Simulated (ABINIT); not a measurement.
# MgB2 (P6/mmm) in ABINIT: a series of runs

One crystal, MgB2, is run at these levels: r2SCAN, PBE; tasks: single point.

Program: ABINIT 10.8.3 (patched build). These are calculated values, not measurements. Logs are shortened: lines on timing, memory, paths and dates and some standing lists are left out, and cuts for length are marked. The log counts tension as positive stress, the text compression.

**1. The crystal as given**

Symmetry: P6/mmm, No. 191, hexagonal system. The conventional cell has a = 3.085 Å, b = 3.085 Å, c = 3.523 Å, α = 90.00°, β = 90.00°, γ = 120.00°. Mg (site symmetry 6/mmm) is surrounded by 12 B at 2.51 Å. Around B (site symmetry -6m2) lie 3 B at 1.78 Å.

**2. Single point, r2SCAN**

run.abi

```
# Pseudopotentials
pp_dirpath "./"
pseudos "Mg.GGA_PBE-JTH.xml, B.GGA_PBE-JTH.xml"

# Structure
acell 3*1.0
rprim
     5.8298050945     0.0000000000     0.0000000000
    -2.9149025472     5.0487593110     0.0000000000
     0.0000000000     0.0000000000     6.6575051371
ntypat 2
znucl 12 5
natom 3
typat 1 2 2
xred
     0.0000000000     0.0000000000     0.0000000000
     0.6666666667     0.3333333333     0.5000000000
     0.3333333333     0.6666666667     0.5000000000

# Plane-wave basis
ecut 18.0
pawecutdg 36.0

# k points
kptopt 1
ngkpt 4 4 3
nshiftk 1
shiftk 0.0 0.0 0.0

# Exchange and correlation
ixc -497498
usekden 1
pawxcdev 0

# Bands and occupations
nband 12
occopt 3
tsmear 0.05 eV

# SCF cycle
nstep 100
tolvrs 1.0e-7

# Output
iomode 3
prtwf 0
prteig 0
prtebands 0
enunit 1
prtden 1
prtvha 1
prtvclmb 1
prtpot 1
```

Potentials or basis: JTH PAW PBE v2.0.

Launch:

```sh
> abinit run.abi > log 2>&1
```

run.abo:

```text
.Version 10.8.3 of ABINIT
 Symmetries : space group P6/m m m (#191); Bravais hP (primitive hexag.)
================================================================================
 Values of the parameters that define the memory need of the present run
     intxc =       0    ionmov =       0      iscf =      17    lmnmax =       8
     lnmax =       4     mgfft =      27  mpssoang =       2    mqgrid =    3001
     natom =       3  nloc_mem =       2    nspden =       1   nspinor =       1
    nsppol =       1      nsym =      24    n1xccc =       1    ntypat =       2
    occopt =       3   xclevel =       2
       mpw =         724          nfft =       15552          nkpt =           8
 PAW method is used; the additional fine FFT grid is defined by:
   mgfftf=        36    nfftf =     36864
================================================================================
================================================================================

--------------------------------------------------------------------------------
------------- Echo of variables that govern the present computation ------------
--------------------------------------------------------------------------------
 -outvars: echo values of preprocessed input variables --------
            acell      1.0000000000E+00  1.0000000000E+00  1.0000000000E+00 Bohr
              amu      2.43050000E+01  1.08110000E+01
             ecut      1.80000000E+01 Hartree
           enunit           1
              ixc     -497498
         kptrlatt        4    0    0      0    4    0      0    0    3
          kptrlen      1.99725154E+01
            natom           3
            nband          12
            ngfft          24      24      27
          ngfftdg          32      32      36
             nkpt           8
            nstep         100
             nsym          24
           ntypat           2
           occopt           3
        pawecutdg      3.60000000E+01 Hartree
         pawxcdev           0
        prtebands           0
           prteig           0
          prtkden           1
           prtpot           1
         prtvclmb           1
           prtvha           1
            prtwf           0
            rprim      5.8298050945E+00  0.0000000000E+00  0.0000000000E+00
                      -2.9149025472E+00  5.0487593110E+00  0.0000000000E+00
                       0.0000000000E+00  0.0000000000E+00  6.6575051371E+00
          spgroup         191
           tolvrs      1.00000000E-07
           tsmear      1.83746611E-03 Hartree
            typat      1  2  2
          usekden           1
           useylm           1
           xangst      0.0000000000E+00  0.0000000000E+00  0.0000000000E+00
                       1.5424999990E+00  8.9056278963E-01  1.7614999988E+00
                       1.7639405145E-11  1.7811255793E+00  1.7614999988E+00
            xcart      0.0000000000E+00  0.0000000000E+00  0.0000000000E+00
                       2.9149025473E+00  1.6829197703E+00  3.3287525686E+00
                       3.3333644748E-11  3.3658395407E+00  3.3287525686E+00
             xred      0.0000000000E+00  0.0000000000E+00  0.0000000000E+00
                       6.6666666667E-01  3.3333333333E-01  5.0000000000E-01
                       3.3333333333E-01  6.6666666667E-01  5.0000000000E-01
            znucl       12.00000    5.00000

================================================================================

 chkinp: Checking input parameters for consistency.

================================================================================
== DATASET  1 ==================================================================

--- !DatasetInfo
iteration_state: {dtset: 1, }
dimensions: {natom: 3, nkpt: 8, mband: 12, nsppol: 1, nspinor: 1, nspden: 1, mpw: 724, }
cutoff_energies: {ecut:  18.0, pawecutdg:  36.0, }
electrons: {nelect:   1.60000000E+01, charge:   0.00000000E+00, occopt:   3.00000000E+00, tsmear:   1.83746611E-03, }
meta: {optdriver: 0, ionmov: 0, optcell: 0, iscf: 17, paral_kgb: 0, }
...

 Real(R)+Recip(G) space primitive vectors, cartesian coordinates (Bohr,Bohr^-1):
 R(1)=  5.8298051  0.0000000  0.0000000  G(1)=  0.1715323  0.0990342  0.0000000
 R(2)= -2.9149025  5.0487593  0.0000000  G(2)=  0.0000000  0.1980685  0.0000000
 R(3)=  0.0000000  0.0000000  6.6575051  G(3)=  0.0000000  0.0000000  0.1502064
 Unit cell volume ucvol=  1.9595223E+02 bohr^3
 Angles (23,13,12)=  9.00000000E+01  9.00000000E+01  1.20000000E+02 degrees

 Coarse grid specifications (used for wave-functions):

 getcut: wavevector=  0.0000  0.0000  0.0000  ngfft=  24  24  27
         ecut(hartree)=     18.000   => boxcut(ratio)=   2.04485

 Fine grid specifications (used for densities):

 getcut: wavevector=  0.0000  0.0000  0.0000  ngfft=  32  32  36
         ecut(hartree)=     36.000   => boxcut(ratio)=   2.00205

[... 58 lines left out ...]
lattice_vectors:
- [  5.8298051,   0.0000000,   0.0000000, ]
- [ -2.9149025,   5.0487593,   0.0000000, ]
- [  0.0000000,   0.0000000,   6.6575051, ]
lattice_lengths: [   5.82981,    5.82981,    6.65751, ]
lattice_angles: [ 90.000,  90.000, 120.000, ] # degrees, (23, 13, 12)
lattice_volume:   1.9595223E+02
convergence: {deltae: -2.099E-09, res2:  6.645E-08, residm:  1.046E-06, diffor: null, }
etotal    :  -6.86399463E+01
entropy   :   0.00000000E+00
fermie    :   2.67978176E-01
cartesian_stress_tensor: # hartree/bohr^3
- [  2.65307838E-04,  -8.51211198E-14,   0.00000000E+00, ]
- [ -8.51211198E-14,   2.65307838E-04,   0.00000000E+00, ]
- [  0.00000000E+00,   0.00000000E+00,  -2.41724367E-04, ]
pressure_GPa:  -2.8332E+00
xred      :
- [  0.0000E+00,   0.0000E+00,   0.0000E+00, Mg]
- [  6.6667E-01,   3.3333E-01,   5.0000E-01,  B]
- [  3.3333E-01,   6.6667E-01,   5.0000E-01,  B]
cartesian_forces: # hartree/bohr
- [ -0.00000000E+00,  -0.00000000E+00,  -0.00000000E+00, ]
- [ -0.00000000E+00,  -0.00000000E+00,  -0.00000000E+00, ]
- [ -0.00000000E+00,  -0.00000000E+00,  -0.00000000E+00, ]
force_length_stats: {min:   0.00000000E+00, max:   0.00000000E+00, mean:   0.00000000E+00, }
...

 Integrated electronic density in atomic spheres:
 ------------------------------------------------
 Atom  Sphere_radius  Integrated_density
    1        1.90158          8.24308661
    2        1.70617          1.82463585
    3        1.70617          1.82463585

================================================================================

 ----iterations are completed or convergence reached----

 Mean square residual over all n,k,spin=   20.587E-09; max=  10.456E-07
 reduced coordinates (array xred) for    3 atoms
       0.000000000000      0.000000000000      0.000000000000
       0.666666666667      0.333333333333      0.500000000000
       0.333333333333      0.666666666667      0.500000000000
 rms dE/dt=  0.0000E+00; max dE/dt=  0.0000E+00; dE/dt below (all hartree)
    1       0.000000000000      0.000000000000      0.000000000000
    2       0.000000000000      0.000000000000      0.000000000000
    3       0.000000000000      0.000000000000      0.000000000000

 cartesian coordinates (angstrom) at end:
    1      0.00000000000000     0.00000000000000     0.00000000000000
    2      1.54249999897017     0.89056278963434     1.76149999881646
    3      0.00000000001764     1.78112557926868     1.76149999881646

 cartesian forces (hartree/bohr) at end:
    1     -0.00000000000000    -0.00000000000000    -0.00000000000000
    2     -0.00000000000000    -0.00000000000000    -0.00000000000000
    3     -0.00000000000000    -0.00000000000000    -0.00000000000000
 frms,max,avg= 0.0000000E+00 0.0000000E+00   0.000E+00  0.000E+00  0.000E+00 h/b

 cartesian forces (eV/Angstrom) at end:
    1     -0.00000000000000    -0.00000000000000    -0.00000000000000
    2     -0.00000000000000    -0.00000000000000    -0.00000000000000
    3     -0.00000000000000    -0.00000000000000    -0.00000000000000
 frms,max,avg= 0.0000000E+00 0.0000000E+00   0.000E+00  0.000E+00  0.000E+00 e/A
 length scales=  1.000000000000  1.000000000000  1.000000000000 bohr
              =  0.529177210544  0.529177210544  0.529177210544 angstroms
 Fermi (or HOMO) energy (eV) =   7.29206   Average Vxc (eV)= -11.32830
 Eigenvalues (   eV  ) for nkpt=   8  k points:
 kpt#   1, nband= 12, wtk=  0.02083, kpt=  0.0000  0.0000  0.0000 (reduced coord)
 -71.22172  -36.33277  -36.33277  -36.29955   -6.20526    3.84974    7.39175    7.39175
   9.10812   13.61904   13.61904   15.45822
 prteigrs : prtvol=0 or 1, do not print more k-points.

--- !EnergyTerms
iteration_state     : {dtset: 1, }
comment             : Components of total free energy in Hartree
kinetic             :  6.98080575071276E+00
hartree             :  1.39072760858205E+01
xc                  : -3.39914602005449E+00
Ewald energy        : -3.69279620084455E+01
psp_core            :  1.63225510897332E+00
local_psp           : -4.27138252242916E+01
PAW spherical_terms : -8.11919109055613E+00
internal            : -6.86397873978411E+01
'-kT*entropy'       : -1.27922450538070E-04
total_energy        : -6.86399153202916E+01
total_energy_eV     : -1.86778724767188E+03
...

--- !EnergyTermsDC
iteration_state     : {dtset: 1, }
comment             : '"Double-counting" decomposition of free energy'
band_energy         : -1.27214519537850E+01
Ewald energy        : -3.69279620084455E+01
psp_core            :  1.63225510897332E+00
xc_dc               : -1.27931107194862E+01
PAW spherical_terms : -7.82954885055783E+00
internal            : -6.86398184233011E+01
'-kT*entropy'       : -1.27922450538070E-04
total_energy_dc     : -6.86399463457517E+01
total_energy_dc_eV  : -1.86778809191766E+03
...

--- !EnergyTermsWithPAWCore
iteration_state     : {dtset: 1, }
comment             : 'Components of total free energy, including PAW core contributions'
Total energy        : -2.50189743971054E+02
Total energy DC     : -2.50189774996514E+02
Total energy (eV)   : -6.80800975797945E+03
Total energy DC (eV): -6.80801060222523E+03
...

 Cartesian components of stress tensor (hartree/bohr^3)
  sigma(1 1)=  2.65307838E-04  sigma(3 2)=  0.00000000E+00
  sigma(2 2)=  2.65307838E-04  sigma(3 1)=  0.00000000E+00
  sigma(3 3)= -2.41724367E-04  sigma(2 1)= -8.51211198E-14

-Cartesian components of stress tensor (GPa)         [Pressure= -2.8332E+00 GPa]
- sigma(1 1)=  7.80562609E+00  sigma(3 2)=  0.00000000E+00
- sigma(2 2)=  7.80562608E+00  sigma(3 1)=  0.00000000E+00
- sigma(3 3)= -7.11177642E+00  sigma(2 1)= -2.50434981E-09

== END DATASET(S) ==============================================================
================================================================================

 -outvars: echo values of variables after computation  --------
            acell      1.0000000000E+00  1.0000000000E+00  1.0000000000E+00 Bohr
           etotal     -6.8639946346E+01
            fcart     -0.0000000000E+00 -0.0000000000E+00 -0.0000000000E+00
                      -0.0000000000E+00 -0.0000000000E+00 -0.0000000000E+00
                      -0.0000000000E+00 -0.0000000000E+00 -0.0000000000E+00
            rprim      5.8298050945E+00  0.0000000000E+00  0.0000000000E+00
                      -2.9149025472E+00  5.0487593110E+00  0.0000000000E+00
                       0.0000000000E+00  0.0000000000E+00  6.6575051371E+00
           strten      2.6530783825E-04  2.6530783808E-04 -2.4172436726E-04
                       0.0000000000E+00  0.0000000000E+00 -8.5121119849E-14
           xangst      0.0000000000E+00  0.0000000000E+00  0.0000000000E+00
                       1.5424999990E+00  8.9056278963E-01  1.7614999988E+00
                       1.7639405145E-11  1.7811255793E+00  1.7614999988E+00
             xred      0.0000000000E+00  0.0000000000E+00  0.0000000000E+00
                       6.6666666667E-01  3.3333333333E-01  5.0000000000E-01
                       3.3333333333E-01  6.6666666667E-01  5.0000000000E-01
 Calculation completed.
```

Run time: 11 s. Hardware: 1 thread of INTEL XEON PLATINUM 8581C at 2.30GHz (Emerald Rapids), shared host; peak memory 0.11 GiB.

Results:

| Property | Result |
| --- | --- |
| Free energy | -1867.7881 eV |
| Band gap on the k mesh | none (metal or under the smearing width) |

Levels at points of the mesh, in eV from the Fermi level:
| k point | band 6 | band 7 | band 8 | band 9 | band 10 | band 11 |
| --- | --- | --- | --- | --- | --- | --- |
| (0.00, 0.00, 0.00) | -3.44 | 0.10 | 0.10 | 1.82 | 6.33 | 6.33 |
| (0.50, 0.00, 0.00) | -8.57 | -2.61 | -0.12 | 2.97 | 3.86 | 5.61 |

Caveat: the k mesh is coarse (spacing up to 0.59 Å⁻¹), so the values aren't converged; the cutoff is too short for stress, so the log's stress isn't used; totals of a meta-GGA on PAW files have another zero than those of a GGA; the PAW data sets were made with another functional, which shifts forces and pressure a little; the atomic spheres overlap.

**3. Single point, PBE**

run.abi

```
# Pseudopotentials
pp_dirpath "./"
pseudos "Mg.GGA_PBE-JTH.xml, B.GGA_PBE-JTH.xml"

# Structure
acell 3*1.0 Angstrom
rprim
     3.0850000000     0.0000000000     0.0000000000
    -1.5425000000     2.6716883707     0.0000000000
     0.0000000000     0.0000000000     3.5230000000
ntypat 2
znucl 12 5
natom 3
typat 1 2 2
xred
     0.0000000000     0.0000000000     0.0000000000
     0.6666666667     0.3333333333     0.5000000000
     0.3333333333     0.6666666667     0.5000000000

# Plane-wave basis
ecut 408.170794 eV
pawecutdg 30.0

# k points
kptopt 1
ngkpt 8 8 6
nshiftk 1
shiftk 0.0 0.0 0.0

# Exchange and correlation
ixc 11

# Bands and occupations
nband 12
occopt 3
tsmear 0.05 eV

# SCF cycle
nstep 100
tolvrs 1.0e-9

# Output
iomode 3
prtwf 0
prteig 0
prtebands 0
enunit 1
prtden 1
prtvha 1
prtvclmb 1
prtpot 1
```

Potentials or basis: JTH PAW PBE v2.0.

Launch:

```sh
> abinit run.abi > log 2>&1
```

Wall time 6.2 s (1 thread of INTEL XEON PLATINUM 8581C at 2.30GHz (Emerald Rapids), shared host); peak memory 0.11 GiB.

Results (log left out):

```
Free energy            : -1886.0225 eV
Band gap on the k mesh : none (metal or under the smearing width)
```

Levels at points of the mesh, in eV from the Fermi level:
```tsv
k point	band 4	band 5	band 6	band 7	band 8	band 9	band 10	band 11	band 12
(0.00, 0.00, 0.00)	-41.85	-12.41	-2.93	0.36	0.36	1.66	6.30	6.30	8.06
(0.50, 0.00, 0.00)	-41.84	-8.52	-7.83	-2.17	0.21	3.07	3.87	5.33	7.10
(0.00, 0.00, 0.50)	-41.86	-11.13	-7.41	0.73	0.73	6.63	6.63	7.93	9.82
(0.50, 0.00, 0.50)	-41.85	-7.57	-6.91	-3.54	-1.88	-1.29	5.69	8.76	8.91
```

Caveat: the cutoff is too short for stress, so the log's stress isn't used; the atomic spheres overlap.
